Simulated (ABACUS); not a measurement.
## Si2W in ABACUS: the effect of target pressure

Crystal: Si2W.

```
CELL_PARAMETERS angstrom
-1.60690 1.60690 3.91495
1.60690 -1.60690 3.91495
1.60690 1.60690 -3.91495
ATOMIC_POSITIONS crystal
W 0.00000 0.00000 0.00000
Si 0.66530 0.66530 0.00000
Si 0.33470 0.33470 0.00000
```

Alike in all runs:

```yaml
Program: ABACUS 3.10.1
Task: relaxation of cell and atoms
Functional: PBE
Potentials_or_basis: PseudoDojo NC SR 0.4.1 PBE standard
Cutoff: 1361 eV
Density_cutoff: 5442 eV
Basis: DZP LCAO (the cutoffs set its grid)
k_mesh: 8 × 8 × 8
Occupations: fermi-dirac, width 0.05 eV
Spin: no spin polarisation
```

Each run relaxes the cell or the atoms first.

| target pressure | relaxed volume (Å³/atom) |
| --- | --- |
| 0 GPa | 13.74 |
| 5 GPa | 13.44 |
| 10 GPa | 13.17 |
| 20 GPa | 12.70 |
| 30 GPa | ? |

Q: What does the run with target pressure 30 GPa give?

A: Relaxed volume 12.30 Å³/atom.

Worked out: In Murnaghan's law V^(-B') rises as a straight line in P. The other rows fit best with B' = 3.9, V0 = 13.74 Å³/atom and B0 = 217 GPa, which gives 12.30 Å³/atom at 30 GPa, against the run's 12.30.

Caveats: the atomic orbitals were generated for these runs and aren't a published set; the basis of atomic orbitals isn't converged, which shifts pressures, moduli and gaps.
